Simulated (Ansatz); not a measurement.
## BeSe under several functionals and dispersion corrections (calculated)

Starting cell:

```xyz
2
Lattice="0.0000 2.5350 2.5350 2.5350 0.0000 2.5350 2.5350 2.5350 0.0000" Properties=species:S:1:pos:R:3 pbc="T T T"
Be    0.0000    0.0000    0.0000
Se    3.8025    3.8025    3.8025
```

Ansatz, plane waves and PAW, scalar-relativistic (no spin–orbit coupling), 8×8×8 k-mesh. No spin polarisation. In the setting of the table the starting cell (space group F-43m) has 3.585 × 3.585 × 3.585 Å, angles 60.0 / 60.0 / 60.0°. Each functional was followed to zero pressure by scaling the cell, shape and atoms held, then fitted over four more volumes within ±4 % of it.

(1) What cell, stiffness and gap does each give?

## Answers

(1) 
```
       functional  V0 (Å³/atom)                                                 cell  B0 (GPa)  B′ from the pressures  gap on the mesh  cutoff (eV)
              LDA         16.40  3.593 × 3.593 × 3.593 Å, angles 60.0 / 60.0 / 60.0°        84                    3.9          2.40 eV          420
    BLYP + D3(BJ)         16.46  3.597 × 3.597 × 3.597 Å, angles 60.0 / 60.0 / 60.0°        84                    3.9          2.84 eV          420
           r2SCAN         17.19  3.651 × 3.651 × 3.651 Å, angles 60.0 / 60.0 / 60.0°        80                    3.9          3.13 eV          500
rPW86-PBE + rVV10         17.54  3.676 × 3.676 × 3.676 Å, angles 60.0 / 60.0 / 60.0°        75                    3.9          2.67 eV          420
             BLYP         18.01  3.707 × 3.707 × 3.707 Å, angles 60.0 / 60.0 / 60.0°        69                    3.9          3.00 eV          420
```

The volumes span 9.8 %, from LDA to BLYP, and the stiffness falls as the cell grows. Adding D3(BJ) to BLYP pulls the cell in by 8.6 %.

Caveats: gaps at these levels are rough, and mostly too small.

Points behind the fit for BLYP:

| V (Å³/atom) | E − Emin (meV/atom) | P (GPa) |
| --- | --- | --- |
| 17.285 | 6.68 | 3.07 |
| 17.645 | 1.62 | 1.46 |
| 18.005 | 0.00 | 0.00 |
| 18.365 | 1.51 | -1.32 |
| 18.725 | 5.84 | -2.51 |
